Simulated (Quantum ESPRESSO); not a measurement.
The system is CrCuO2.

```xyz
4
Lattice="1.4867 0.8583 5.7000 -1.4867 0.8583 5.7000 0.0000 -1.7167 5.7000" Properties=species:S:1:pos:R:3 pbc="T T T"
Cu    0.0000    0.0000    0.0000
Cr    0.0000    0.0000    8.5500
O     0.0000    0.0000   15.2546
O     0.0000    0.0000    1.8454
```

* Program: Quantum ESPRESSO 7.5
* Task: Hubbard U by linear response
* Functional: LDA
* Potentials or basis: JTH 2.0 LDA
* Cutoff: 490 eV
* Density cutoff: 2939 eV
* k mesh: 6 × 6 × 6
* Occupations: fermi-dirac, width 0.05 eV
* Spin: collinear spin, ferromagnetic start
* Starting moments: [0.6, 3.0, 0.0, 0.0] μB
* Hubbard terms: Cr d U = 4.5 eV, Cu d U = 3 eV
* Start of the occupations: default
* Hubbard projectors: ortho-atomic
* Form of the LDA correlation: PW92
* Mixing beta: 0.3
* Most SCF iterations: 120
* SCF threshold: 8e-10 Ry
* q mesh: 1 × 1 × 1

The first run showed a gap, so the response started from a second, tighter run with fixed occupations.

Task: What Hubbard parameters does linear response give?

Result: U = 8.44 eV on Cu 3d; U = 4.51 eV on Cr 3d. The values belong to these projectors, potentials and this ground state, and don't carry over to other codes.

Hubbard U from linear response:
| site | manifold | U (eV) |
| --- | --- | --- |
| 1 | Cu-3d | 8.44 |
| 2 | Cr-3d | 4.51 |
On the first site the bare response is -0.084 and the screened one -0.049 eV⁻¹.

Eigenvalues of the final occupation matrices:
| site | spin | trace | eigenvalues |
| --- | --- | --- | --- |
| Cu 1 3d | 1 | 4.77 | 0.87 0.97 0.97 0.98 0.98 |
| Cu 1 3d | 2 | 4.78 | 0.87 0.98 0.98 0.98 0.98 |
| Cr 2 3d | 1 | 3.62 | 0.35 0.35 0.97 0.97 0.97 |
| Cr 2 3d | 2 | 0.69 | 0.07 0.08 0.08 0.23 0.23 |

Caveat: the computed U isn't converged in cell size; the cutoff lies well under what these potentials need, so the values aren't converged; on PAW files with symmetry the computed U can be off by some tenths of an eV for atoms off the origin; only a ferromagnetic start was run, and an antiferromagnetic order may lie lower in energy.
